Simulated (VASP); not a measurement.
# FePt (Tetraferroplatinum): accuracy against cost in the SCF solver and plane-wave cutoff, part 2 of 3

Aim: find what the SCF solver and plane-wave cutoff change for FePt (Tetraferroplatinum), and what they cost. The atoms are off their equilibrium sites, so that forces can be compared too. The series runs use PBE. The atoms of the start are displaced at random from the sites of a P4/mmm cell.

VASP 6.6.1; PBE, spin-polarised from a ferromagnetic start (one magnetic atom a cell); plane waves and PAW (Fe, Pt).

Still holding for the runs below: The cell holds one magnetic atom, so no antiferromagnetic order fits into it. The k-mesh is coarse for a metal.

So far. Step 4 (SCF solver: ALGO = VeryFast): Against the first of the series the energy stays within 0.01 meV an atom; the pressure moves by -0.06 GPa, after 22 cycles in 28 s. Step 5 (SCF solver: ALGO = All): Against the first of the series the energy moves by -0.01 meV an atom and the pressure by +0.07 GPa, after 26 cycles in 33 s.

## Step 6: SCF solver: ALGO = Damped

File INCAR:

```
SYSTEM = FePt
PREC = Accurate
ENCUT = 400
EDIFF = 1E-06
NELM = 100
ISMEAR = -1
SIGMA = 0.05
LREAL = .FALSE.
ALGO = Damped
GGA = PE
NBANDS = 18
ISPIN = 2
MAGMOM = 3 0
LASPH = .TRUE.
LMAXMIX = 4
LORBIT = 11
LWAVE = .FALSE.
LCHARG = .FALSE.
KPAR = 2
ISIF = 2
```

File POSCAR:

```
FePt
1.0
    2.7235000000      0.0000000000      0.0000000000
    0.0000000000      2.7235000000      0.0000000000
    0.0000000000      0.0000000000      3.7200000000
Fe Pt
1 1
Direct
   -0.0034110000     -0.0027260000      0.0021890000
    0.4912170000      0.5190000000      0.5115830000
```

File KPOINTS:

```
Automatic mesh
0
Gamma
7 7 5
0 0 0
```

Potentials, in the order of the species: Fe and Pt (PBE family, release 64).

Launch:

```bash
> mpirun -np 2 vasp_std
```

Log:

```text
[... set-up lines as in an earlier step ...]
 entering main loop
       N       E                     dE             d eps       ncg     rms           ort
DAV:   1     0.137345237507E+03    0.13735E+03   -0.75389E+03  2214   0.109E+03
DAV:   2     0.109231687644E+02   -0.12642E+03   -0.11538E+03  2214   0.255E+02
DAV:   3    -0.129925491825E+02   -0.23916E+02   -0.21676E+02  2214   0.105E+02
DAV:   4    -0.159197637089E+02   -0.29272E+01   -0.28108E+01  2214   0.411E+01
[...]
DMP:  24    -0.147730263275E+02   -0.39584E-05   -0.72321E-05  2214   0.271E-04  -0.235E-04
DMP:  25    -0.147730290182E+02   -0.26906E-05   -0.18222E-05  2214   0.683E-05  -0.597E-05
DMP:  26    -0.147730298300E+02   -0.81179E-06   -0.33684E-06  2214   0.972E-06  -0.341E-06
 final diagonalization occupied
   1 F= -.14773030E+02 E0= -.14766027E+02  d E =-.140051E-01  mag=     3.2562
```

Run time: 26 s. Hardware: 2 MPI ranks of Intel Xeon Platinum 8559C (Emerald Rapids), shared host; peak memory 0.48 GiB; 50 s of CPU time.

From OUTCAR (step 6):

```text
  Total        0.5180616      0.5070418      0.7008524     -0.0087827      0.0651910     -0.0162173
  in kB       30.0811400     29.4412768     40.6948517     -0.5099674      3.7853002     -0.9416556
  external PRESSURE =      33.4057562 kB  Pullay stress =       0.0000000 kB

 POSITION                                       TOTAL-FORCE (eV/Angst)
 -----------------------------------------------------------------------------------
      2.71421      2.71608      0.00814        -0.063780      0.255253      0.314418
      1.33783      1.41350      1.90309         0.063780     -0.255253     -0.314418
 -----------------------------------------------------------------------------------
    total drift:                                0.000021     -0.000062     -0.000055

  FREE ENERGIE OF THE ION-ELECTRON SYSTEM (eV)
  ---------------------------------------------------
  free  energy   TOTEN  =       -14.7730298300 eV

  energy  without entropy=      -14.7590247263  energy(sigma->0) =      -14.76602728

 magnetization (x)
# of ion       s       p       d       tot
------------------------------------------
    1        0.006  -0.009   2.924   2.921
    2       -0.027  -0.068   0.409   0.313
--------------------------------------------------
tot         -0.021  -0.077   3.333   3.235

[... 2 parts as in an earlier step ...]

[... 1 further part left out ...]
[key lines of the parts left out:]
E-fermi :   8.6915
```

Against the first of the series the energy moves by -0.01 meV an atom and the pressure by +0.08 GPa, after 26 cycles in 26 s.

## Step 7: SCF solver: AMIX = 0.1, BMIX = 0.01

INCAR, as its differences from that of step 6:

```diff
@@ -8,3 +8,3 @@
 LREAL = .FALSE.
-ALGO = Damped
+ALGO = Normal
 GGA = PE
@@ -20 +20,3 @@
 ISIF = 2
+AMIX = 0.1
+BMIX = 0.01
```

POSCAR is that of step 6.

KPOINTS is that of step 6.

Launch:

```bash
> mpirun -np 2 vasp_std
```

Log:

```text
[... set-up lines as in an earlier step ...]
 entering main loop
       N       E                     dE             d eps       ncg     rms          rms(c)
[... 5 cycles as in an earlier step ...]
DAV:   6    -0.153303114767E+02    0.85322E+00   -0.97264E-01  9696   0.197E+01    0.124E+01
DAV:   7    -0.150018507574E+02    0.32846E+00   -0.29813E-01 10552   0.706E+00    0.983E+00
DAV:   8    -0.148047240028E+02    0.19713E+00   -0.91071E-01 10420   0.118E+01    0.620E+00
DAV:   9    -0.148027003369E+02    0.20237E-02   -0.24939E-02 13044   0.228E+00    0.511E+00
[...]
DAV:  16    -0.147730285570E+02   -0.13373E-05   -0.33019E-06  9572   0.219E-02    0.130E-02
DAV:  17    -0.147730298158E+02   -0.12588E-05   -0.25660E-06  8494   0.206E-02    0.493E-03
DAV:  18    -0.147730300997E+02   -0.28391E-06   -0.24440E-07  4482   0.611E-03
   1 F= -.14773030E+02 E0= -.14766014E+02  d E =-.140323E-01  mag=     3.2574
```

The job ended after 24 s (2 MPI ranks; peak memory 0.34 GiB; 45 s of CPU time).

Parts of OUTCAR (step 7):

```text
  Total        0.5197764      0.5086912      0.7017866     -0.0087834      0.0651963     -0.0161986
  in kB       30.1807063     29.5370504     40.7490960     -0.5100084      3.7856113     -0.9405658
  external PRESSURE =      33.4889509 kB  Pullay stress =       0.0000000 kB

 POSITION                                       TOTAL-FORCE (eV/Angst)
 -----------------------------------------------------------------------------------
      2.71421      2.71608      0.00814        -0.063767      0.255212      0.314466
      1.33783      1.41350      1.90309         0.063767     -0.255212     -0.314466
 -----------------------------------------------------------------------------------
    total drift:                                0.000022     -0.000074     -0.000057

  FREE ENERGIE OF THE ION-ELECTRON SYSTEM (eV)
  ---------------------------------------------------
  free  energy   TOTEN  =       -14.7730300997 eV

  energy  without entropy=      -14.7589978197  energy(sigma->0) =      -14.76601396

 magnetization (x)
# of ion       s       p       d       tot
------------------------------------------
    1        0.006  -0.009   2.925   2.922
    2       -0.027  -0.068   0.409   0.314
--------------------------------------------------
tot         -0.021  -0.077   3.334   3.235

[... 2 parts as in an earlier step ...]

[... 1 further part left out ...]
[key lines of the parts left out:]
E-fermi :   8.6917
```

Against the first of the series the energy stays within 0.01 meV an atom; the pressure moves by +0.09 GPa, after 18 cycles in 24 s.

## Step 8: SCF solver: AMIX = 0.8

INCAR, as its differences from that of step 7:

```diff
@@ -20,3 +20,2 @@
 ISIF = 2
-AMIX = 0.1
-BMIX = 0.01
+AMIX = 0.8
```

POSCAR is that of step 7.

KPOINTS is that of step 7.

Launch:

```bash
> mpirun -np 2 vasp_std
```

Log:

```text
[... set-up lines as in an earlier step ...]
 entering main loop
       N       E                     dE             d eps       ncg     rms          rms(c)
[... 5 cycles as in an earlier step ...]
DAV:   6    -0.289090244115E+02   -0.12725E+02   -0.36877E+01  9408   0.129E+02    0.521E+01
DAV:   7    -0.151818436844E+02    0.13727E+02   -0.16108E+01 11270   0.997E+01    0.106E+01
DAV:   8    -0.147920844213E+02    0.38976E+00   -0.25176E+00 10678   0.179E+01    0.341E+00
DAV:   9    -0.147243103460E+02    0.67774E-01   -0.46705E-01 10634   0.923E+00    0.311E+00
[...]
DAV:  15    -0.147729551582E+02    0.39827E-04   -0.12098E-04  9186   0.102E-01    0.621E-02
DAV:  16    -0.147730284084E+02   -0.73250E-04   -0.59141E-05  9010   0.800E-02    0.213E-02
DAV:  17    -0.147730289487E+02   -0.54030E-06   -0.56101E-06  9632   0.238E-02
   1 F= -.14773029E+02 E0= -.14766019E+02  d E =-.140207E-01  mag=     3.2566
```

Run time: 22 s. Hardware: 2 MPI ranks; peak memory 0.33 GiB.

From OUTCAR (step 8):

```text
  Total        0.5173928      0.5062160      0.7035921     -0.0087866      0.0652365     -0.0162077
  in kB       30.0423033     29.3933301     40.8539271     -0.5101913      3.7879430     -0.9410972
  external PRESSURE =      33.4298535 kB  Pullay stress =       0.0000000 kB

 POSITION                                       TOTAL-FORCE (eV/Angst)
 -----------------------------------------------------------------------------------
      2.71421      2.71608      0.00814        -0.063794      0.255322      0.314556
      1.33783      1.41350      1.90309         0.063794     -0.255322     -0.314556
 -----------------------------------------------------------------------------------
    total drift:                                0.000022     -0.000073     -0.000026

  FREE ENERGIE OF THE ION-ELECTRON SYSTEM (eV)
  ---------------------------------------------------
  free  energy   TOTEN  =       -14.7730289487 eV

  energy  without entropy=      -14.7590082628  energy(sigma->0) =      -14.76601861

[... 3 parts as in an earlier step ...]

[... 1 further part left out ...]
[key lines of the parts left out:]
E-fermi :   8.6920
```

Against the first of the series the energy stays within 0.01 meV an atom; the pressure moves by +0.08 GPa, after 17 cycles in 22 s.

## Step 9: SCF solver: IMIX = 1, AMIX = 0.2

INCAR, as its differences from that of step 8:

```diff
@@ -20,2 +20,3 @@
 ISIF = 2
-AMIX = 0.8
+IMIX = 1
+AMIX = 0.2
```

POSCAR is that of step 8.

KPOINTS is that of step 8.

Launch:

```bash
> mpirun -np 2 vasp_std
```

Log:

```text
[... set-up lines as in an earlier step ...]
 entering main loop
       N       E                     dE             d eps       ncg     rms          rms(c)
[... 5 cycles as in an earlier step ...]
DAV:   6    -0.152156969126E+02    0.96784E+00   -0.29900E+00  9520   0.350E+01    0.112E+01
DAV:   7    -0.149433944015E+02    0.27230E+00   -0.11061E+00 13028   0.208E+01    0.874E+00
DAV:   8    -0.148469970077E+02    0.96397E-01   -0.52143E-01  9784   0.159E+01    0.664E+00
DAV:   9    -0.148095886331E+02    0.37408E-01   -0.15138E-01 12602   0.783E+00    0.531E+00
[...]
DAV:  28    -0.147730310381E+02    0.20482E-05   -0.17233E-07  4524   0.576E-03    0.677E-02
DAV:  29    -0.147730299457E+02    0.10924E-05   -0.31782E-07  4470   0.823E-03    0.538E-02
DAV:  30    -0.147730294514E+02    0.49426E-06   -0.73358E-08  4474   0.369E-03
   1 F= -.14773029E+02 E0= -.14766017E+02  d E =-.140250E-01  mag=     3.2570
```

It took 38 s on 2 MPI ranks; peak memory 0.34 GiB.

Parts of OUTCAR (step 9):

```text
  Total        0.5466116      0.5354732      0.7264711     -0.0087781      0.0652138     -0.0162021
  in kB       31.7388868     31.0921426     42.1823938     -0.5096961      3.7866243     -0.9407699
  external PRESSURE =      35.0044744 kB  Pullay stress =       0.0000000 kB

 POSITION                                       TOTAL-FORCE (eV/Angst)
 -----------------------------------------------------------------------------------
      2.71421      2.71608      0.00814        -0.063766      0.255208      0.314356
      1.33783      1.41350      1.90309         0.063766     -0.255208     -0.314356
 -----------------------------------------------------------------------------------
    total drift:                                0.000020     -0.000066      0.000006

  FREE ENERGIE OF THE ION-ELECTRON SYSTEM (eV)
  ---------------------------------------------------
  free  energy   TOTEN  =       -14.7730294514 eV

  energy  without entropy=      -14.7590045014  energy(sigma->0) =      -14.76601698

[... 3 parts as in an earlier step ...]

[... 1 further part left out ...]
[key lines of the parts left out:]
E-fermi :   8.6918
```

Against the first of the series the energy stays within 0.01 meV an atom; the pressure moves by +0.24 GPa, after 30 cycles in 38 s.

## Step 10: The SCF solver series as a table

This step: convergence of PBE results with the solver; plane waves and PAW (VASP 6.6.1).

Derived from the runs above.

Differences are taken from the run with ALGO = Normal. Results of the series, by row:

```csv
setting,status,energy less the reference (meV/atom),pressure (GPa),largest force difference (meV/Å),moment (μB),SCF cycles,wall time (s)
ALGO = Normal,converged,0,3.26,0,3.257,15,21
ALGO = Fast,converged,-0.005225,3.396,0.342,3.256,16,22
ALGO = VeryFast,converged,4.60e-4,3.2,0.405,3.257,22,28
ALGO = All,converged,-0.008065,3.333,0.192,3.257,26,33
ALGO = Damped,converged,-0.00892,3.341,0.033,3.256,26,26
"AMIX = 0.1, BMIX = 0.01",converged,-0.00226,3.349,0.052,3.257,18,24
AMIX = 0.8,converged,-0.004585,3.343,0.142,3.256,17,22
"IMIX = 1, AMIX = 0.2",converged,-0.00377,3.5,0.058,3.257,30,38
```

## Step 11: Plane-wave cutoff: ENCUT = 160

This step: PBE, spin-polarised from a ferromagnetic start (one magnetic atom a cell); plane waves and PAW (Fe, Pt) (VASP 6.6.1).

The basis grows with ENCUT, and energy and stress both move with it.

INCAR, as its differences from that of step 9:

```diff
@@ -2,3 +2,3 @@
 PREC = Accurate
-ENCUT = 400
+ENCUT = 160
 EDIFF = 1E-06
@@ -20,3 +20 @@
 ISIF = 2
-IMIX = 1
-AMIX = 0.2
```

POSCAR is that of step 9.

KPOINTS is that of step 9.

Launch:

```bash
> mpirun -np 2 vasp_std
```

Log:

```text
[... set-up lines as in an earlier step ...]
 entering main loop
       N       E                     dE             d eps       ncg     rms          rms(c)
DAV:   1     0.210602169106E+02    0.21060E+02   -0.42759E+03 10116   0.364E+02
DAV:   2    -0.150040189735E+02   -0.36064E+02   -0.33004E+02  9390   0.103E+02
DAV:   3    -0.154510743613E+02   -0.44706E+00   -0.44468E+00 10058   0.115E+01
DAV:   4    -0.154519958685E+02   -0.92151E-03   -0.92146E-03  9324   0.560E-01
DAV:   5    -0.154520003478E+02   -0.44793E-05   -0.44798E-05  9820   0.387E-02    0.320E+01
DAV:   6    -0.172848014511E+02   -0.18328E+01   -0.23771E+01  9176   0.502E+01    0.293E+01
DAV:   7    -0.114916611760E+02    0.57931E+01   -0.14207E+01  9208   0.519E+01    0.114E+01
DAV:   8    -0.110105016959E+02    0.48116E+00   -0.14163E+00  9038   0.103E+01    0.424E+00
DAV:   9    -0.110533772129E+02   -0.42876E-01   -0.13484E-01  9288   0.391E+00    0.227E+00
DAV:  10    -0.110272197533E+02    0.26157E-01   -0.52530E-02  9628   0.275E+00    0.871E-01
DAV:  11    -0.110322217891E+02   -0.50020E-02   -0.49559E-03  9266   0.707E-01    0.383E-01
DAV:  12    -0.110331333916E+02   -0.91160E-03   -0.57337E-04  9476   0.191E-01    0.202E-01
DAV:  13    -0.110330616457E+02    0.71746E-04   -0.55021E-04  9092   0.255E-01    0.877E-02
DAV:  14    -0.110330683563E+02   -0.67106E-05   -0.47764E-05  9176   0.802E-02    0.174E-02
DAV:  15    -0.110330659647E+02    0.23915E-05   -0.24412E-06  9298   0.122E-02    0.795E-03
DAV:  16    -0.110330651428E+02    0.82190E-06   -0.49875E-07  4654   0.618E-03
   1 F= -.11033065E+02 E0= -.11027503E+02  d E =-.111240E-01  mag=     3.1583
```

Run time: 8.6 s. Hardware: 2 MPI ranks; peak memory 0.23 GiB; 16 s of CPU time.

OUTCAR, selected parts (step 11):

```text
   ENCUT  =  160.0 eV  11.76 Ry    3.43 a.u.   2.81  2.81  3.84*2*pi/ulx,y,z

   NELECT =      18.0000    total number of electrons

 E-fermi :   8.2714

 spin component 1
 k-point     1 :       0.0000    0.0000    0.0000
  band No.  band energies     occupation
    ...
      7       6.7303      1.00000
      8       6.8411      1.00000
      9       7.7553      0.99997
     10       7.7823      0.99994
     11       7.9582      0.99810
     12      10.9887      0.00000
     13      18.5842      0.00000
     14      20.3489      0.00000
     15      20.3831      0.00000
     16      26.2284      0.00000
    ...

 k-point     2 :       0.1429    0.0000    0.0000
  band No.  band energies     occupation
    ...
      7       6.0326      1.00000
      8       6.6322      1.00000
      9       6.7616      1.00000
     10       7.5876      1.00000
     11       7.6414      1.00000
     12      12.5932      0.00000
     13      17.3999      0.00000
     14      19.1826      0.00000
     15      21.3371      0.00000
     16      26.6260      0.00000
    ...

  Total      -47.1824488    -47.1865194    -45.5882882     -0.0139321      0.0776162     -0.0189637
  in kB    -2739.6391309  -2739.8754876  -2647.0745275     -0.8089660      4.5067707     -1.1011229
  external PRESSURE =   -2708.8630487 kB  Pullay stress =       0.0000000 kB

 POSITION                                       TOTAL-FORCE (eV/Angst)
 -----------------------------------------------------------------------------------
      2.71421      2.71608      0.00814        -0.081774      0.326736      0.331897
      1.33783      1.41350      1.90309         0.081774     -0.326736     -0.331897
 -----------------------------------------------------------------------------------
    total drift:                               -0.000760     -0.001155     -0.000254

  FREE ENERGIE OF THE ION-ELECTRON SYSTEM (eV)
  ---------------------------------------------------
  free  energy   TOTEN  =       -11.0330651428 eV

  energy  without entropy=      -11.0219411722  energy(sigma->0) =      -11.02750316

 magnetization (x)
# of ion       s       p       d       tot
------------------------------------------
    1        0.007  -0.004   2.924   2.926
    2       -0.022  -0.044   0.462   0.396
--------------------------------------------------
tot         -0.015  -0.048   3.385   3.322

[... 5 parts as in an earlier step ...]

[... 16 further parts left out ...]
```

This step gave:

```
SCF cycles                                        : 16
free energy (TOTEN)                               : -11.03 eV
energy at zero smearing                           : -11.03 eV
Fermi energy                                      : 8.271 eV
pressure                                          : -270.9 GPa
moment of the cell, from the last line of the log : 3.158 μB
```

Spin moment in the PAW sphere by atom:

```
atom  spin moment in the PAW sphere (μB)
 Fe1                                2.93
 Pt2                                0.40
```

The series starts at -5.5138 eV an atom and -270.89 GPa, after 16 cycles in 8.6 s.

## Step 12: Plane-wave cutoff: ENCUT = 200

INCAR, as its differences from that of step 11:

```diff
@@ -2,3 +2,3 @@
 PREC = Accurate
-ENCUT = 160
+ENCUT = 200
 EDIFF = 1E-06
```

POSCAR is that of step 11.

KPOINTS is that of step 11.

Launch:

```bash
> mpirun -np 2 vasp_std
```

Log:

```text
[... set-up lines as in an earlier step ...]
 entering main loop
       N       E                     dE             d eps       ncg     rms          rms(c)
DAV:   1     0.347963189237E+02    0.34796E+02   -0.48260E+03  9744   0.462E+02
DAV:   2    -0.152364093558E+02   -0.50033E+02   -0.45435E+02  9358   0.130E+02
DAV:   3    -0.160803944455E+02   -0.84399E+00   -0.83651E+00 10162   0.183E+01
DAV:   4    -0.160850900989E+02   -0.46957E-02   -0.46951E-02  9446   0.138E+00
[...]
DAV:  13    -0.141704624044E+02   -0.92384E-05   -0.15509E-04  9422   0.133E-01    0.892E-02
DAV:  14    -0.141704393997E+02    0.23005E-04   -0.43675E-05 11210   0.813E-02    0.180E-02
DAV:  15    -0.141704398383E+02   -0.43854E-06   -0.31812E-06  9064   0.180E-02
   1 F= -.14170440E+02 E0= -.14162819E+02  d E =-.152411E-01  mag=     3.2317
```

The job ended after 12 s (2 MPI ranks; peak memory 0.25 GiB).

Parts of OUTCAR (step 12):

```text
  Total      -10.0742583    -10.0798084     -9.6141508     -0.0111034      0.0727448     -0.0181582
  in kB     -584.9597246   -585.2819892   -558.2436781     -0.6447154      4.2239098     -1.0543547
  external PRESSURE =    -576.1617973 kB  Pullay stress =       0.0000000 kB

 POSITION                                       TOTAL-FORCE (eV/Angst)
 -----------------------------------------------------------------------------------
      2.71421      2.71608      0.00814        -0.049289      0.196586      0.249547
      1.33783      1.41350      1.90309         0.049289     -0.196586     -0.249547
 -----------------------------------------------------------------------------------
    total drift:                                0.001028      0.000520      0.000068

  FREE ENERGIE OF THE ION-ELECTRON SYSTEM (eV)
  ---------------------------------------------------
  free  energy   TOTEN  =       -14.1704398383 eV

  energy  without entropy=      -14.1551987600  energy(sigma->0) =      -14.16281930

 magnetization (x)
# of ion       s       p       d       tot
------------------------------------------
    1        0.006  -0.010   2.954   2.950
    2       -0.026  -0.068   0.414   0.320
--------------------------------------------------
tot         -0.020  -0.077   3.368   3.270

[... 1 part as in an earlier step ...]

[... 2 further parts left out ...]
[key lines of the parts left out:]
E-fermi :   8.5585
```

Against the run before the energy moves by -1567.66 meV an atom and the pressure by +213.27 GPa, after 15 cycles in 12 s.

[end of part 2 of 3]

[Lines on the potential files, build, host, timing and source positions are cut from VASP's logs without a mark.]

[Logs are printed without paths, hosts, clocks, repeated set-up lines and the standing remarks that a program may print on its own settings, such as how far it seeks lower states.]

[Hosts, paths, dates, database ids (printed as entryN), source tags and the programs' standing remarks are cut or masked in the printed files.]

[A measured line is paired with the nearest computed mode of its activity, which favours agreement.]
